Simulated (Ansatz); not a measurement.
Crystal: Re.

```
Re
1.0
     2.76639    0.00000    0.00000
    -1.38319    2.39576    0.00000
     0.00000    0.00000    8.93885
Re
4
Direct
  0.66667 0.33333 0.75000
  0.00000 0.00000 0.50000
  0.33333 0.66667 0.25000
  0.00000 0.00000 0.00000
```

Base run:

| Item | Value |
| --- | --- |
| Program | Ansatz 0.2.0 |
| Functional | PBEsol |
| Potentials or basis | Ansatz PAW |
| Cutoff | 420 eV (not typed: the program's choice for these potentials) |
| k mesh | 8 × 8 × 3 |
| Occupations | fermi-dirac, width 0.05 eV |
| Spin | spin-orbit coupling, no magnetisation |

Its results: band gap on the k mesh none (metal or under the smearing width); pressure -5.7 GPa.

**Question.** The run is repeated on the same cell with these changes: spin from spin-orbit coupling, no magnetisation to no spin polarisation; potential files from those of the base run to others of the same set. What comes out?

**Answer.** Band gap on the k mesh none (metal or under the smearing width); pressure -6.4 GPa.

Caveats: the PAW data sets come from PBE, with cores solved anew for the run's functional, which leaves a small shift of forces and pressure; spin-orbit coupling is left out, which moves the levels of the heavy elements (some runs).
